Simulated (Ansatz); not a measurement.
# Li2O: the cell at several levels of theory

The task here is to estimate one member of a computed series from the others.

The runs shown are made with Ansatz 0.2.0. PAW datasets, plane waves, zero pressure. No spin polarisation and no zero-point or thermal motion.

## Starting point

This is the cell as the run starts from it, not yet at rest; its lengths are not the crystal's.

The symmetry is Fm-3m (No. 225, cubic); a = 4.128 Å in the conventional setting, 5.86 Å³ an atom. Around O lie 8 Li at 1.79 Å; around Li lie 4 O at 1.79 Å.

The structure in full:

```
O Li
1.0
     0.00000    2.06385    2.06385
     2.06385    0.00000    2.06385
     2.06385    2.06385    0.00000
O Li
1 2
Direct
  0.00000 0.00000 0.00000
  0.25000 0.25000 0.25000
  0.75000 0.75000 0.75000
```

Set-up of the first run:

input.yaml reads:

```yaml
crystal:
  lattice:
    - [0.0, 2.0638470791, 2.0638470791]
    - [2.0638470791, 0.0, 2.0638470791]
    - [2.0638470791, 2.0638470791, 0.0]
  atoms:
    - { symbol: O, position: [0.0, 0.0, 0.0] }
    - { symbol: Li, position: [0.25, 0.25, 0.25] }
    - { symbol: Li, position: [0.75, 0.75, 0.75] }
kpoints:
  mp_grid: { grid: [10, 10, 10] }
hamiltonian:
  xc: pbe
scf:
  occupations: { method: fermi_dirac, width: 0.02 }
relax:
  f_tol: 0.005
  cell: {}
```

Command:

```
$ ansatz run input.yaml --threads 4 --pin off --max-ram 7372MiB --backend cpu --events-out ev --progress --plain --runs-dir out
```

Among the steps run: PBE: cell and atoms; Relaxing with r2SCAN; Relaxing with PBEsol; Relaxation with LDA; HSE06: cell and atoms.

One of the session's tables, all rows but one given; the rest of the session is left out.

| level | a (Å) | volume (Å³/atom) |
| --- | --- | --- |
| PBE | ? | ? |
| r2SCAN | 4.573 | 7.968 |
| PBEsol | 4.580 | 8.006 |
| LDA | 4.494 | 7.564 |
| HSE06 | 4.567 | 7.939 |

Q: Estimate the row for PBE from the others.

The run gave: a (Å): 4.625; volume (Å³/atom): 8.245. In the column «a (Å)» it is the highest.

What this shows: The first relaxation changed the volume by +40.7 % from the start. LDA gives the smallest cell and PBE the largest; they differ by 9.0 % in volume, a mean of 2.9 % in length. The meshes differ: PBE 10×10×10, r2SCAN 8×8×8, PBEsol 8×8×8, LDA 8×8×8, HSE06 6×6×6.
